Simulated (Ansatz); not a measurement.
# Ti3Al5: the cost of one run

Method: DFT r2SCAN, scalar-relativistic, plane waves, PAW, in Ansatz 0.2.0.

1 further run of the same task is left out (set aside as unsound or not needed). Runs told in other sessions of the task aren't counted.

**1. Starting point**

Symmetry: P4/mmm, No. 123, tetragonal system. Conventional cell: a = 3.898 Å, b = 3.898 Å, c = 8.325 Å, α = 90.00°, β = 90.00°, γ = 90.00°. Around Ti (site symmetry 4/mmm) lie 4 Ti at 2.76 Å and 8 Al at 2.84 Å. Ti (site symmetry 4/mmm) has 12 Al at 2.76 to 2.86 Å in its first shell of neighbours. Al (site symmetry 2mm) has 6 Al at 2.76 to 2.86 Å and 6 Ti at 2.84 to 2.86 Å in its first shell of neighbours. Around Al (site symmetry 4/mmm) lie 4 Ti at 2.76 Å and 8 Al at 2.86 Å.

Coordinates:

```
Ti Al
1.0
     3.89829    0.00000    0.00000
     0.00000    3.89829    0.00000
     0.00000    0.00000    8.32493
Ti Al
3 5
Direct
  0.00000 0.00000 0.50000
  0.50000 0.50000 0.00000
  0.50000 0.50000 0.50000
  0.00000 0.50000 0.25133
  0.00000 0.50000 0.74867
  0.50000 0.00000 0.25133
  0.50000 0.00000 0.74867
  0.00000 0.00000 0.00000
```

It goes back to an entry of the Materials Project, which need not be the stable form.

This cell was relaxed beforehand with the same method: volume 15.81 Å³/atom, gap on the mesh none (metal).

**2. Point at V/V0 = 0.97**

Contents of input.yaml:

```yaml
crystal:
  lattice:
    - [3.858907521, 0.0, 0.0]
    - [0.0, 3.858907521, 0.0]
    - [0.0, 0.0, 8.2408360004]
  atoms:
    - { symbol: Ti, position: [0.0, 0.0, 0.5] }
    - { symbol: Ti, position: [0.5, 0.5, 0.0] }
    - { symbol: Ti, position: [0.5, 0.5, 0.5] }
    - { symbol: Al, position: [0.0, 0.5, 0.2513308186] }
    - { symbol: Al, position: [0.0, 0.5, 0.7486691814] }
    - { symbol: Al, position: [0.5, 0.0, 0.2513308186] }
    - { symbol: Al, position: [0.5, 0.0, 0.7486691814] }
    - { symbol: Al, position: [0.0, 0.0, 0.0] }
basis:
  ecutwfc: 500
kpoints:
  mp_grid: { grid: [10, 10, 4] }
hamiltonian:
  xc: r2scan
scf:
  occupations: { method: gaussian, width: 0.1 }
output:
  forces: true
  stress: true
  eigenvalues: true
relax:
  adjacent_minimum: "off"
  f_tol: 0.01
  max_steps: 30
  cell: { stress_tol: 0.1, fix: [volume] }
```

On the command line:

```
$ ansatz run input.yaml --threads 2 --pin off --max-ram 5120MiB --backend cpu --events-out ev --progress --plain --runs-dir out
```

What time and memory should one allow on 2 threads of Intel Xeon at 2.50GHz (Skylake/Cascade Lake), shared host?

About 2.3 min, with a peak of 0.82 GiB.
